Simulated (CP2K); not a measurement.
# NbP (I4_1md) in CP2K: further runs, part 2 of 2

CP2K 2026.2. The steps go on from the part before.

## (3) Band structure, LDA

Input file nbp_bands.inp:

```
&GLOBAL
  PROJECT nbp_bands
  RUN_TYPE ENERGY_FORCE
  PRINT_LEVEL LOW
&END GLOBAL
&FORCE_EVAL
  METHOD QS
  STRESS_TENSOR ANALYTICAL
  &DFT
    BASIS_SET_FILE_NAME BASIS_MOLOPT_UZH
    POTENTIAL_FILE_NAME GTH_POTENTIALS
    &MGRID
      CUTOFF 450
      REL_CUTOFF 60
      NGRIDS 4
    &END MGRID
    &QS
      METHOD GPW
      EPS_DEFAULT 1.0E-10
    &END QS
    &KPOINTS
      SCHEME MONKHORST-PACK 11 11 11
      GAMMA_CENTERED T
      SYMMETRY T
      SYMMETRY_BACKEND SPGLIB
    &END KPOINTS
    &SCF
      SCF_GUESS ATOMIC
      EPS_SCF 1.0E-6
      MAX_SCF 100
      ADDED_MOS 20
      CHOLESKY OFF
      EPS_EIGVAL 1.0E-7
      &DIAGONALIZATION ON
        ALGORITHM STANDARD
      &END DIAGONALIZATION
      &MIXING ON
        METHOD BROYDEN_MIXING
        ALPHA 0.4
        BETA 1.5
        NBUFFER 8
      &END MIXING
      &SMEAR ON
        METHOD FERMI_DIRAC
        ELECTRONIC_TEMPERATURE [K] 300.557
      &END SMEAR
    &END SCF
    &XC
      &XC_FUNCTIONAL
        &LDA_X
        &END LDA_X
        &LDA_C_PW
        &END LDA_C_PW
      &END XC_FUNCTIONAL
    &END XC
    &PRINT
      &KPOINTS ON
      &END KPOINTS
      &MULLIKEN ON
      &END MULLIKEN
      &MO ON
        ENERGIES T
        OCCUPATION_NUMBERS T
        &EACH
          QS_SCF 0
        &END EACH
        ADD_LAST NUMERIC
      &END MO
      &LOWDIN ON
      &END LOWDIN
      &HIRSHFELD ON
        SHAPE_FUNCTION DENSITY
      &END HIRSHFELD
      &BAND_STRUCTURE
        FILE_NAME bands.bs
        ADDED_MOS 2
        &KPOINT_SET
          UNITS B_VECTOR
          NPOINTS 10
          SPECIAL_POINT GAMMA 0.00000000 0.00000000 0.00000000
          SPECIAL_POINT X 0.00000000 0.00000000 0.50000000
          SPECIAL_POINT Y -0.04257157 0.04257157 0.50000000
          SPECIAL_POINT S -0.27128579 0.27128579 0.27128579
          SPECIAL_POINT GAMMA 0.00000000 0.00000000 0.00000000
          SPECIAL_POINT Z 0.50000000 0.50000000 -0.50000000
          SPECIAL_POINT S1 0.27128579 0.72871421 -0.27128579
          SPECIAL_POINT N 0.00000000 0.50000000 0.00000000
          SPECIAL_POINT P 0.25000000 0.25000000 0.25000000
          SPECIAL_POINT Y1 0.50000000 0.50000000 -0.04257157
          SPECIAL_POINT Z 0.50000000 0.50000000 -0.50000000
        &END KPOINT_SET
        &KPOINT_SET
          UNITS B_VECTOR
          NPOINTS 10
          SPECIAL_POINT X 0.00000000 0.00000000 0.50000000
          SPECIAL_POINT P 0.25000000 0.25000000 0.25000000
        &END KPOINT_SET
      &END BAND_STRUCTURE
    &END PRINT
  &END DFT
  &SUBSYS
    &CELL
      A 6.2096358740 0.0000000000 0.0000000000
      B 4.4025296506 4.3791906059 0.0000000000
      C -5.3060827623 -2.1895953029 2.3686991823
      PERIODIC XYZ
    &END CELL
    &COORD
      SCALED
      Nb  0.2498808000 0.7498808000 0.5000000000
      Nb  0.4998808000 0.4998808000 0.0000000000
      P   0.8327477700 0.3327477700 0.5000000000
      P   0.0827477700 0.0827477700 0.0000000000
    &END COORD
    &KIND Nb
      BASIS_SET TZVP-MOLOPT-PBE-GTH-q13
      POTENTIAL GTH-PADE-q13
    &END KIND
    &KIND P
      BASIS_SET TZVP-MOLOPT-PBE-GTH-q5
      POTENTIAL GTH-PADE-q5
    &END KIND
    &PRINT
      &ATOMIC_COORDINATES ON
      &END ATOMIC_COORDINATES
      &CELL ON
      &END CELL
    &END PRINT
  &END SUBSYS
  &PRINT
    &FORCES ON
    &END FORCES
    &STRESS_TENSOR ON
    &END STRESS_TENSOR
  &END PRINT
&END FORCE_EVAL
```

Potentials or basis: GTH_POTENTIALS Nb GTH-PADE-q13, P GTH-PADE-q5; TZVP-MOLOPT-PBE-GTH basis.

The run is started by

```bash
> OMP_NUM_THREADS=1 mpirun -n 4 cp2k.psmp -i nbp_bands.inp -o nbp_bands.out
```

Run time: 80 s. Hardware: 4 MPI ranks of Arm Neoverse V2, shared host.

It converged, with:

```
Free energy            : -3473.7027 eV
Pressure               : -8.9 GPa
Largest force          : 0.016 eV/Å
Band gap on the k mesh : none (metal or under the smearing width)
Mulliken charges       : Nb -0.18; P +0.18 e
Hirshfeld charges      : Nb +0.22; P -0.22 e
```

Forces on the atoms (eV/Å):
```
Nb   0.015  0.006  0.000
Nb   0.015  0.006  0.000
P   -0.015 -0.006  0.000
P   -0.015 -0.006  0.000
```

Stress tensor (GPa, compression positive):
```
-9.07 -0.14  0.00
-0.14 -8.79  0.00
 0.00  0.00 -8.73
```

Levels at the corners of the path, in eV from the Fermi level:
| point | band 16 | band 17 | band 18 | band 19 | band 20 | band 21 |
| --- | --- | --- | --- | --- | --- | --- |
| Γ | -1.72 | -1.34 | -1.34 | 0.82 | 1.61 | 2.75 |
| X | -2.84 | -0.39 | -0.39 | 2.95 | 2.95 | 3.09 |
| Y | -2.82 | -0.43 | -0.43 | 2.76 | 2.76 | 3.15 |
| S | -2.18 | -1.45 | -0.16 | 0.13 | 1.64 | 2.40 |
| Γ | -1.72 | -1.34 | -1.34 | 0.82 | 1.61 | 2.75 |
| Z | -2.68 | -0.50 | -0.50 | 1.19 | 1.19 | 2.33 |
| S1 | -2.18 | -1.45 | -0.16 | 0.13 | 1.64 | 2.40 |
| N | -1.86 | -1.50 | -0.11 | 0.06 | 1.32 | 2.48 |
| P | -2.89 | -0.37 | -0.37 | 2.96 | 2.96 | 3.06 |
| Y1 | -2.82 | -0.43 | -0.43 | 2.76 | 2.76 | 3.15 |
| Z | -2.68 | -0.50 | -0.50 | 1.19 | 1.19 | 2.33 |
| X | -2.84 | -0.39 | -0.39 | 2.95 | 2.95 | 3.09 |
| P | -2.89 | -0.37 | -0.37 | 2.96 | 2.96 | 3.06 |

Caveat: Mulliken charges move with the basis; the basis of atomic orbitals isn't converged, which shifts pressures, moduli and gaps.

## (4) Band structure, r2SCAN

nbp_bands.inp, as its differences from that of step 3:

```diff
@@ -10,5 +10,5 @@
     BASIS_SET_FILE_NAME BASIS_MOLOPT_UZH
-    POTENTIAL_FILE_NAME GTH_POTENTIALS
+    POTENTIAL_FILE_NAME POTENTIAL_UZH
     &MGRID
-      CUTOFF 450
+      CUTOFF 675
       REL_CUTOFF 60
@@ -18,3 +18,3 @@
       METHOD GPW
-      EPS_DEFAULT 1.0E-10
+      EPS_DEFAULT 1.0E-9
     &END QS
@@ -49,6 +49,6 @@
       &XC_FUNCTIONAL
-        &LDA_X
-        &END LDA_X
-        &LDA_C_PW
-        &END LDA_C_PW
+        &MGGA_X_R2SCAN
+        &END MGGA_X_R2SCAN
+        &MGGA_C_R2SCAN
+        &END MGGA_C_R2SCAN
       &END XC_FUNCTIONAL
@@ -68,13 +68,8 @@
       &END MO
-      &LOWDIN ON
-      &END LOWDIN
-      &HIRSHFELD ON
-        SHAPE_FUNCTION DENSITY
-      &END HIRSHFELD
       &BAND_STRUCTURE
         FILE_NAME bands.bs
-        ADDED_MOS 2
+        ADDED_MOS 6
         &KPOINT_SET
           UNITS B_VECTOR
-          NPOINTS 10
+          NPOINTS 8
           SPECIAL_POINT GAMMA 0.00000000 0.00000000 0.00000000
@@ -93,3 +88,3 @@
           UNITS B_VECTOR
-          NPOINTS 10
+          NPOINTS 8
           SPECIAL_POINT X 0.00000000 0.00000000 0.50000000
@@ -115,8 +110,8 @@
     &KIND Nb
-      BASIS_SET TZVP-MOLOPT-PBE-GTH-q13
-      POTENTIAL GTH-PADE-q13
+      BASIS_SET TZVP-MOLOPT-SCAN-GTH-q13
+      POTENTIAL GTH-SCAN-q13
     &END KIND
     &KIND P
-      BASIS_SET TZVP-MOLOPT-PBE-GTH-q5
-      POTENTIAL GTH-PADE-q5
+      BASIS_SET TZVP-MOLOPT-SCAN-GTH-q5
+      POTENTIAL GTH-SCAN-q5
     &END KIND
```

Potentials or basis: POTENTIAL_UZH Nb GTH-SCAN-q13, P GTH-SCAN-q5; TZVP-MOLOPT-SCAN-GTH basis.

The run is started by

```bash
> OMP_NUM_THREADS=1 mpirun -n 4 cp2k.psmp -i nbp_bands.inp -o nbp_bands.out
```

Wall time 2.2 min (4 MPI ranks of Arm Neoverse V2, shared host).

It converged, with:

| Item | Value |
| --- | --- |
| Free energy | -3444.6111 eV |
| Pressure | -0.4 GPa |
| Largest force | 0.011 eV/Å |
| Band gap on the k mesh | none (metal or under the smearing width) |
| Mulliken charges | Nb +0.25; P -0.25 e |

Forces on the atoms (eV/Å):
```
Nb   0.011  0.004  0.000
Nb   0.011  0.004  0.000
P   -0.010 -0.004  0.000
P   -0.010 -0.004  0.000
```

Stress tensor (GPa, compression positive):
```
-0.21  0.16  0.00
 0.16 -0.54  0.00
 0.00  0.00 -0.60
```

Levels at the corners of the path, in eV from the Fermi level:
| point | band 16 | band 17 | band 18 | band 19 | band 20 | band 21 |
| --- | --- | --- | --- | --- | --- | --- |
| Γ | -1.80 | -1.48 | -1.48 | 0.88 | 1.69 | 2.88 |
| X | -3.06 | -0.42 | -0.42 | 3.12 | 3.12 | 3.24 |
| Y | -3.03 | -0.47 | -0.47 | 2.91 | 2.91 | 3.32 |
| S | -2.34 | -1.52 | -0.13 | 0.09 | 1.74 | 2.53 |
| Γ | -1.80 | -1.48 | -1.48 | 0.88 | 1.69 | 2.88 |
| Z | -2.77 | -0.65 | -0.65 | 1.26 | 1.26 | 2.46 |
| S1 | -2.34 | -1.52 | -0.13 | 0.09 | 1.74 | 2.53 |
| N | -2.00 | -1.57 | -0.18 | 0.09 | 1.40 | 2.64 |
| P | -3.11 | -0.40 | -0.40 | 3.13 | 3.13 | 3.21 |
| Y1 | -3.03 | -0.47 | -0.47 | 2.91 | 2.91 | 3.32 |
| Z | -2.77 | -0.65 | -0.65 | 1.26 | 1.26 | 2.46 |
| X | -3.06 | -0.42 | -0.42 | 3.12 | 3.12 | 3.24 |
| P | -3.11 | -0.40 | -0.40 | 3.13 | 3.13 | 3.21 |

Caveat: Mulliken charges move with the basis; the basis of atomic orbitals isn't converged, which shifts pressures, moduli and gaps.

## (5) Overview

```tsv
level	potentials or basis	smearing	EPS_DEFAULT	points a segment of the path (NPOINTS)	bands added on the path	CUTOFF of the grids	gap on the mesh (eV)	pressure (GPa)	largest force (eV/Å)
PBEsol	POTENTIAL_UZH Nb GTH-PBE-q13, P GTH-PBE-q5; TZVP-MOLOPT-PBE-GTH basis	fermi-dirac 0.05 eV	1.0E-9	8	2	450 Ry	none	-4.1	0.02
LDA	GTH_POTENTIALS Nb GTH-PADE-q13, P GTH-PADE-q5; TZVP-MOLOPT-PBE-GTH basis	fermi-dirac 0.0259 eV	1.0E-10	10	2	450 Ry	none	-8.9	0.02
r2SCAN	POTENTIAL_UZH Nb GTH-SCAN-q13, P GTH-SCAN-q5; TZVP-MOLOPT-SCAN-GTH basis	fermi-dirac 0.0259 eV	1.0E-9	8	6	675 Ry	none	-0.4	0.01
```

Alike in all rows: task band structure; no spin polarisation; cell as given; k mesh 11 × 11 × 11.

Caveats: the basis of atomic orbitals isn't converged, which shifts pressures, moduli and gaps; the potentials were made for another functional, which shifts forces and pressure (some runs).

Total energies depend on the potentials used, so only differences within one code and one set of settings carry meaning.
